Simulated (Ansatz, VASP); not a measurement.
**C: VASP beside Ansatz**

```
C
1.0
     3.87387    0.00000    0.00000
     0.00000    3.87387    0.00000
     0.00000    0.00000    3.87387
C
8
Direct
  0.00000 0.00000 0.00000
  0.50000 0.50000 0.50000
  0.25000 0.00000 0.50000
  0.75000 0.00000 0.50000
  0.50000 0.25000 0.00000
  0.50000 0.75000 0.00000
  0.00000 0.50000 0.25000
  0.00000 0.50000 0.75000
```

Alike in both runs: functional PBE; k mesh 7 × 7 × 7; occupations fermi-dirac, width 0.1 eV; no spin polarisation.

Ansatz relaxed the structure, and its values are those at the end. VASP's run is a single point on that final structure, the one shown.

```csv
,VASP,Ansatz
version,VASP 6.6.1,Ansatz 0.2.0
potentials or method,"VASP PAW PBE potentials, release 64 (C)","plane waves (420 eV) with PAW, scalar-relativistic"
plane-wave cutoff (eV),520,420
valence electrons in the cell,32,32
```

|  | VASP | Ansatz | Ansatz less VASP |
| --- | --- | --- | --- |
| pressure (GPa) | 0.2 | 0.0 | -0.11 |
